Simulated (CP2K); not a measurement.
# Sb under changes of volume

One of the cells (26.213 Å³/atom); the others are scaled copies at fixed shape and fractional positions:

```
Sb
1.0
     3.24126    0.00000    0.00000
    -1.08042    3.05589    0.00000
    -1.08042   -1.52794    2.64648
Sb
1
Direct
  0.00000 0.00000 0.00000
```

This isn't the form of Sb at room conditions, which is rhombohedral.

* Program: CP2K 2026.2
* Functional: r2SCAN
* Potentials or basis: POTENTIAL_UZH Sb GTH-SCAN-q5; TZVP-MOLOPT-SCAN-GTH basis
* Density cutoff: 9184 eV
* k mesh: 10 × 10 × 10
* Occupations: fermi-dirac, width 0.0259 eV
* Spin: no spin polarisation

```csv
volume (Å³/atom),energy over the lowest point (meV/atom),pressure (GPa)
24.640,49.05,6.9
25.165,29.43,5.2
25.689,?,?
26.213,5.60,2.2
26.737,0.68,0.8
27.262,0.00,-0.4
27.786,3.09,-1.5
```

Question: What does the run at 25.689 Å³/atom give?

Answer: Energy over the lowest point 15.08 meV/atom; pressure 3.6 GPa.

Worked out: A Birch-Murnaghan fit of order 3 (a polynomial in V^(-2/3)) to the other rows has its minimum at 27.09 Å³/atom with B0 = V·E''(V) = 63 GPa and B' = 3.0. It gives 15.07 meV/atom at 25.689 Å³/atom, against the run's 15.08, and -dE/dV = 3.6 GPa, against 3.6.

Energies are extrapolated to zero smearing.

Caveats: the basis of atomic orbitals isn't converged, which shifts pressures, moduli and gaps.
